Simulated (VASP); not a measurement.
# CO2 (Pna2_1) in VASP: notebook

One crystal, CO2, is run at these levels: PBEsol; tasks: single point.

Everything below comes from runs of VASP 6.6.1. Logs are shortened: lines on timing, memory, paths and dates and some standing lists are left out, and cuts for length are marked.

**1. The structure**

It takes space group Pna2_1 (No. 33, orthorhombic). Conventional cell: a = 11.141 Å, b = 3.678 Å, c = 5.526 Å, α = 90.00°, β = 90.00°, γ = 90.00°. Around C (site symmetry 1) lie 2 O at 1.17 Å. Around O (site symmetry 1) lie 1 C at 1.17 Å. Around O (site symmetry 1) lie 1 C at 1.17 Å.

The cell comes from a database or a generator and needn't be the stable form of this composition.

**2. Single point, PBEsol (the perfect crystal in a cell of 24 atoms)**

Input file INCAR:

```
SYSTEM = CO2
ALGO = Fast ; EDIFF = 1E-7
ENCUT = 520 ; GGA = PS
ISIF = 2 ; ISMEAR = 0
LASPH = .True. ; LCHARG = .False.
LREAL = Auto ; LWAVE = .False.
NBANDS = 82 ; NELM = 100
PREC = Accurate ; SIGMA = 0.01
```

Input file KPOINTS:

```
Automatic mesh
0
Gamma
  2 2 2
  0.5 0.5 0.5
```

Input file POSCAR:

```
CO2
1.0
    0.0000000000      3.6775439172      5.5257140880
    0.0000000000      3.6775439172     -5.5257140880
  -11.1414922632      0.0000000000      0.0000000000
C O
8 16
Direct
    0.0660036774      0.9632616141      0.3734529147
    0.5660036774      0.4632616141      0.3734529147
    0.7867383859      0.1839963226      0.6265470853
    0.2867383859      0.6839963226      0.6265470853
    0.5660036774      0.9632616141      0.1265470853
    0.0660036774      0.4632616141      0.1265470853
    0.2867383859      0.1839963226      0.8734529147
    0.7867383859      0.6839963226      0.8734529147
    0.1010809233      0.0862429108      0.4531684879
    0.6010809233      0.5862429108      0.4531684879
    0.6637570892      0.1489190767      0.5468315121
    0.1637570892      0.6489190767      0.5468315121
    0.6010809233      0.0862429108      0.0468315121
    0.1010809233      0.5862429108      0.0468315121
    0.1637570892      0.1489190767      0.9531684879
    0.6637570892      0.6489190767      0.9531684879
    0.5310470088      0.3406280846      0.2936028451
    0.0310470088      0.8406280846      0.2936028451
    0.4093719154      0.7189529912      0.7063971549
    0.9093719154      0.2189529912      0.7063971549
    0.5310470088      0.8406280846      0.2063971549
    0.0310470088      0.3406280846      0.2063971549
    0.4093719154      0.2189529912      0.7936028451
    0.9093719154      0.7189529912      0.7936028451
```

Potentials or basis: VASP PAW PBE potentials, release 64 (C, O).

The run is started by

```console
$ cat potpaw_PBE.64/C/POTCAR potpaw_PBE.64/O/POTCAR > POTCAR
$ mpirun -np 1 vasp_std > vasp.out
```

OUTCAR:

```text
SYSTEM = CO2
   EDIFF = 1E-7
   ENCUT = 520
   GGA = PS
   ISIF = 2
   ISMEAR = 0
   LASPH = .True.
   LREAL = Auto
   NELM = 100
   PREC = Accurate

 ion  position               nearest neighbor table
   1  0.066  0.963  0.373-  18 1.17   9 1.17
   2  0.566  0.463  0.373-  17 1.17  10 1.17
   3  0.787  0.184  0.627-  20 1.17  11 1.17
   4  0.287  0.684  0.627-  19 1.17  12 1.17
   5  0.566  0.963  0.127-  21 1.17  13 1.17
   6  0.066  0.463  0.127-  22 1.17  14 1.17
   7  0.287  0.184  0.873-  23 1.17  15 1.17
   8  0.787  0.684  0.873-  24 1.17  16 1.17
   9  0.101  0.086  0.453-   1 1.17
  10  0.601  0.586  0.453-   2 1.17
  11  0.664  0.149  0.547-   3 1.17
  12  0.164  0.649  0.547-   4 1.17
  13  0.601  0.086  0.047-   5 1.17
  14  0.101  0.586  0.047-   6 1.17
[... 8 lines left out ...]
  23  0.409  0.219  0.794-   7 1.17
  24  0.909  0.719  0.794-   8 1.17

  LATTYP: Found a base centered orthorhombic cell.
 ALAT       =     7.3550878344
 B/A-ratio  =     1.5025555676
 C/A-ratio  =     1.5148007086

  Lattice vectors:

 A1 = (   0.0000000000,   3.6775439172,   5.5257140880)
 A2 = (   0.0000000000,   3.6775439172,  -5.5257140880)
 A3 = ( -11.1414922632,   0.0000000000,   0.0000000000)

Analysis of symmetry for initial positions (statically):
=====================================================================
 Subroutine PRICEL returns following result:

  LATTYP: Found a simple orthorhombic cell.
 ALAT       =     3.6775439172
 B/A-ratio  =     1.5025555676
 C/A-ratio  =     3.0296014172

  Lattice vectors:

 A1 = (   0.0000000000,   3.6775439172,   0.0000000000)
 A2 = (   0.0000000000,   0.0000000000,  -5.5257140880)
 A3 = ( -11.1414922632,   0.0000000000,   0.0000000000)

   2 primitive cells build up your supercell.

 Routine SETGRP: Setting up the symmetry group for a
 base centered orthorhombic supercell.

 Subroutine GETGRP returns: Found  4 space group operations
 (whereof  1 operations were pure point group operations)
 out of a pool of  8 trial point group operations.

The static configuration has the point symmetry C_1 .
 The point group associated with its full space group is C_2v.

Analysis of symmetry for dynamics (positions and initial velocities):
=====================================================================
 Subroutine PRICEL returns following result:

  LATTYP: Found a simple orthorhombic cell.
 ALAT       =     3.6775439172
 B/A-ratio  =     1.5025555676
[... 128 lines left out ...]
   EMIN   =  10.00;   EMAX   =-10.00  energy-range for DOS
   EFERMI =   0.00;   METHOD = LEGACY
   ISMEAR =     0;   SIGMA  =   0.01  broadening in eV -4-tet -1-fermi 0-gaus
   EFERMI_NEDOS =   21; number of points for ismear=-14 and -15
   IALGO  =     68    algorithm
   IMIX   =      4    mixing-type and parameters
     AMIX     =   0.40;   BMIX     =  1.00
     AMIX_MAG =   1.60;   BMIX_MAG =  1.00
  volume/ion in A,a.u.               =      18.87       127.32
  Fermi-wavevector in a.u.,A,eV,Ry     =   1.074414  2.030348 15.706092  1.154365
  Thomas-Fermi vector in A             =   2.210241
   LORBIT       =      0    0 simple, 1 ext, 2 COOP (PROOUT), +10 PAW based schemes
   GGA     = PS    functional components
   LHFCALC =     F    Hartree Fock is set to
   AEXX    =    0.0000 exact exchange contribution
   IVDW    =     0    specifies the selected vdW correction
   LEPSILON=     F    determine dielectric tensor
   LRPA    =     F    only Hartree local field effects (RPA)
 non-spin polarized calculation
 RMM-DIIS sequential band-by-band and
 Gauss-broadening in eV      SIGMA  =   0.01
  energy-cutoff  :      520.00
  volume of cell :      452.81
 maximum number of plane-waves:     12196
 NGX is ok and might be reduce to    50

 number of electron     127.9999962 magnetization

 Free energy of the ion-electron system (eV)
  ---------------------------------------------------
  ext. energy  EPLUGINS =         0.00000000
  ---------------------------------------------------
  free energy    TOTEN  =      -190.50144327 eV

  energy without entropy =     -190.50144327  energy(sigma->0) =     -190.50144327

 E-fermi :  -4.8666     XC(G=0):  -6.7474

 val. band max:       -4.9172172445   @ k =   0.2500   0.2500   0.2500
 cond. band min:       2.2399032699   @ k =  -0.2500   0.2500   0.2500
 fundamental gap:      7.1571205143
 Fermi energy:        -4.8665685364

 k-point     1 :       0.2500    0.2500    0.2500
  band No.  band energies     occupation
      1     -25.2417      2.00000
      2     -25.2204      2.00000
      3     -25.2067      2.00000
      4     -25.2066      2.00000
      5     -25.1957      2.00000
      6     -25.1957      2.00000
[... 68 lines left out ...]
     75       3.5845      0.00000
     76       3.5940      0.00000

 k-point     2 :      -0.2500    0.2500    0.2500
  band No.  band energies     occupation
      1     -25.2688      2.00000
      2     -25.2490      2.00000
      3     -25.2205      2.00000
      4     -25.2019      2.00000
      5     -25.1881      2.00000
      6     -25.1803      2.00000
[... 68 lines left out ...]
     75       3.5442      0.00000
     76       3.6039      0.00000
 [bands above 76 left out]

------------------------ aborting loop because EDIFF is reached ----------------------------------------

  FORCE on cell =-STRESS in cart. coord.  units (eV):
  Direction    XX          YY          ZZ          XY          YZ          ZX
  --------------------------------------------------------------------------------------
  -------------------------------------------------------------------------------------
  Total        6.9592755      2.4804619      1.6416225      0.0000000      0.0000000      0.0000000
  in kB       24.6237943      8.7765434      5.8085034      0.0000000      0.0000000      0.0000000
  external PRESSURE =      13.0696137 kB  Pullay stress =       0.0000000 kB

 VOLUME and BASIS-vectors are now :
 -----------------------------------------------------------------------------
  energy-cutoff  :      520.00
  volume of cell :      452.81
      direct lattice vectors                 reciprocal lattice vectors
     0.000000000  3.677543917  5.525714088     0.000000000  0.135960307  0.090486043
     0.000000000  3.677543917 -5.525714088     0.000000000  0.135960307 -0.090486043
   -11.141492263  0.000000000  0.000000000    -0.089754584  0.000000000  0.000000000

 POSITION                                       TOTAL-FORCE (eV/Angst)
 -----------------------------------------------------------------------------------
     -4.16082      3.78517     -4.95799        -0.002742     -0.001808      0.003722
     -4.16082      3.78517      0.56772        -0.002742     -0.001808      0.003722
     -6.98067      3.56992      3.33058         0.002742      0.001808      0.003722
     -6.98067      3.56992     -2.19513         0.002742      0.001808      0.003722
     -1.40992      5.62394     -2.19513         0.002742     -0.001808      0.003722
     -1.40992      1.94640     -2.19513         0.002742     -0.001808      0.003722
[... 16 lines left out ...]
     -8.84192      2.31069      1.05220         0.535539      0.352855      0.293704
     -8.84192      5.98824      1.05220         0.535539      0.352855      0.293704
 -----------------------------------------------------------------------------------
    total drift:                                0.000000     -0.000000     -0.001380

  FREE ENERGIE OF THE ION-ELECTRON SYSTEM (eV)
  ---------------------------------------------------
  free  energy   TOTEN  =      -190.5014432660 eV

  energy  without entropy=     -190.5014432660  energy(sigma->0) =     -190.50144327
```

OSZICAR:

```text
N       E                     dE             d eps       ncg     rms          rms(c)
DAV:   1     0.964532205974E+03    0.96453E+03   -0.64066E+04   336   0.137E+03
DAV:   2    -0.113031415751E+03   -0.10776E+04   -0.10526E+04   422   0.340E+02
DAV:   3    -0.201245437965E+03   -0.88214E+02   -0.87698E+02   384   0.103E+02
[... 12 lines left out ...]
RMM:  16    -0.190501442973E+03    0.35985E-05   -0.14778E-05   400   0.134E-02    0.629E-03
RMM:  17    -0.190501442919E+03    0.53999E-07   -0.41181E-06   427   0.656E-03    0.458E-03
RMM:  18    -0.190501443175E+03   -0.25554E-06   -0.14036E-06   400   0.385E-03    0.536E-04
RMM:  19    -0.190501443316E+03   -0.14104E-06   -0.53060E-07   339   0.236E-03    0.783E-04
RMM:  20    -0.190501443266E+03    0.49660E-07   -0.84220E-08   272   0.955E-04
   1 F= -.19050144E+03 E0= -.19050144E+03  d E =-.204166E-13
```

stdout:

```text
POSCAR found type information on POSCAR C O
 POSCAR found :  2 types and      24 ions
 scaLAPACK will be used
 -----------------------------------------------------------------------------
|                                                                             |
|                                                                             |
|     You enforced a specific xc type in the INCAR file but a different       |
|     I HOPE YOU KNOW WHAT YOU ARE DOING!                                     |
|                                                                             |
 -----------------------------------------------------------------------------

 LDA part: xc-table for (Slater+PW92), standard interpolation
 POSCAR, INCAR and KPOINTS ok, starting setup
 FFT: planning ... GRIDC
 FFT: planning ... GRID_SOFT
 FFT: planning ... GRID
 WAVECAR not read
 entering main loop
```

It took 92 s on 1 thread of Intel Xeon 6975P-C (Granite Rapids), shared host; peak memory 0.46 GiB.

What came out:

* Free energy: -190.5014 eV
* Pressure: 1.3 GPa
* Largest force: 0.709 eV/Å
* Band gap on the k mesh: 7.16 eV

Forces in eV/Å, atoms in the order of the input:
```
C   -0.003 -0.002  0.004
C   -0.003 -0.002  0.004
C    0.003  0.002  0.004
C    0.003  0.002  0.004
C    0.003 -0.002  0.004
C    0.003 -0.002  0.004
C   -0.003  0.002  0.004
C   -0.003  0.002  0.004
O   -0.538  0.352 -0.297
O   -0.538  0.352 -0.297
O    0.538 -0.352 -0.297
O    0.538 -0.352 -0.297
O    0.538  0.352 -0.297
O    0.538  0.352 -0.297
O   -0.538 -0.352 -0.297
O   -0.538 -0.352 -0.297
O    0.536 -0.353  0.294
O    0.536 -0.353  0.294
O   -0.536  0.353  0.294
O   -0.536  0.353  0.294
O   -0.536 -0.353  0.294
O   -0.536 -0.353  0.294
O    0.536  0.353  0.294
O    0.536  0.353  0.294
```

Caveat: the standard files for N, O and F lose accuracy on very short bonds; the PAW data sets were made with another functional, which shifts forces and pressure a little. A k mesh can miss the band edges.

**3. Single point, PBEsol**

This run uses another cell than the first one: it holds 12 atoms, not 24.

Input file INCAR:

```
PREC = Accurate
ENCUT = 520
EDIFF = 1E-6
ISMEAR = 0
SIGMA = 0.02
LREAL = F
LASPH = T
NELM = 100
ALGO = Fast
ISIF = 2
LWAVE = F
LCHARG = F
GGA = PS
NBANDS = 44
```

Input file KPOINTS:

```
Automatic mesh
0
Gamma
  2 6 4
```

Input file POSCAR:

```
CO2
1.0
   11.1414922632      0.0000000000      0.0000000000
    0.0000000000      3.6775439172      0.0000000000
    0.0000000000      0.0000000000      5.5257140880
C O
4 8
Direct
    0.6265470853      0.0292652915      0.1027420633
    0.3734529147      0.9707347085      0.6027420633
    0.8734529147      0.5292652915      0.6027420633
    0.1265470853      0.4707347085      0.1027420633
    0.5468315121      0.1873238341      0.0148380125
    0.4531684879      0.8126761659      0.5148380125
    0.9531684879      0.6873238341      0.5148380125
    0.0468315121      0.3126761659      0.0148380125
    0.7063971549     -0.1283249066      0.1904189242
    0.2936028451      1.1283249066      0.6904189242
    0.7936028451      0.3716750934      0.6904189242
    0.2063971549      0.6283249066      0.1904189242
```

Potentials or basis: VASP PAW PBE potentials, release 64 (C, O).

The run is started by

```console
$ cat potpaw_PBE.64/C/POTCAR potpaw_PBE.64/O/POTCAR > POTCAR
$ mpirun -np 1 vasp_std > vasp.out
```

Run time: 2 min. Hardware: 1 thread of Intel Xeon 6975P-C (Granite Rapids), shared host; peak memory 0.38 GiB.

Results (log left out):

| Quantity | Value |
| --- | --- |
| Free energy | -95.2424 eV |
| Pressure | 1.3 GPa |
| Largest force | 0.708 eV/Å |
| Band gap on the k mesh | 6.61 eV, direct |

Forces in eV/Å, atoms in the order of the input:
```
C    0.000 -0.002  0.001
C    0.000  0.002  0.001
C    0.000 -0.002  0.001
C    0.000  0.002  0.001
O   -0.539  0.352 -0.295
O    0.539 -0.352 -0.295
O    0.539  0.352 -0.295
O   -0.539 -0.352 -0.295
O    0.538 -0.352  0.294
O   -0.538  0.352  0.294
O   -0.538 -0.352  0.294
O    0.538  0.352  0.294
```

Stress tensor (GPa, compression positive):
```
2.46 0.00 0.00
0.00 0.88 0.00
0.00 0.00 0.58
```

Levels at points of the mesh, in eV from the valence-band top:
```
           k point  band 30  band 31  band 32  band 33  band 34  band 35
(0.00, 0.00, 0.00)    -0.24    -0.21     0.00     6.61     7.92     7.92
(0.50, 0.00, 0.00)    -0.32    -0.06    -0.06     7.00     7.00     7.94
(0.00, 0.50, 0.00)    -0.22    -0.15    -0.15     8.07     8.07     8.47
(0.50, 0.50, 0.00)    -0.19    -0.16    -0.16     8.07     8.07     8.47
(0.00, 0.00, 0.50)    -0.26    -0.23    -0.23     7.88     7.88     7.89
(0.50, 0.00, 0.50)    -0.25    -0.25    -0.25     7.92     7.92     7.92
(0.00, 0.50, 0.50)    -0.18    -0.06    -0.06     8.19     8.19     8.38
(0.50, 0.50, 0.50)    -0.11    -0.10    -0.10     8.21     8.21     8.33
```

Caveat: the standard files for N, O and F lose accuracy on very short bonds; the PAW data sets were made with another functional, which shifts forces and pressure a little.
